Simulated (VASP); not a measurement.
CdSe, 4 atoms in the cell. Symmetry: P6_3mc, No. 186, hexagonal system. The conventional cell has a = 4.300 Å, b = 4.300 Å, c = 7.020 Å, α = 90.00°, β = 90.00°, γ = 120.00°. Cd (site symmetry 3m) has 4 Se at 2.61 to 2.70 Å as nearest neighbours. Se (site symmetry 3m) has 4 Cd at 2.61 to 2.70 Å as nearest neighbours. 

```yaml
Program: VASP 6.6.1
Task: relaxation of cell and atoms
Functional: PBE
Potentials_or_basis: VASP PAW PBE potentials, release 64 (Cd, Se)
Cutoff: 520 eV
k_mesh: 12 × 12 × 6
Occupations: gaussian, width 0.02 eV
Spin: no spin polarisation
Further_INCAR_settings: ALGO = Fast; EDIFF = 1e-07; IBRION = 2; EDIFFG = -0.002; NSW = 80; ISIF = 3
```

Potentials or basis: VASP PAW PBE potentials, release 64 (Cd, Se).

Launch:

```console
$ cat potpaw_PBE.64/Cd/POTCAR potpaw_PBE.64/Se/POTCAR > POTCAR
$ mpirun -np 4 vasp_std > vasp.out
```

Hardware: 4 MPI ranks on Intel(R) Xeon(R) Platinum 8488C (Sapphire Rapids), on a shared host.

Question: How long does it take, and how much memory?

Answer: Wall time 8.9 min on 4 MPI ranks on Intel(R) Xeon(R) Platinum 8488C (Sapphire Rapids) (shared host), peak memory 0.34 GiB a rank. Counts: scf iterations 113, k points 76, ion steps 13.
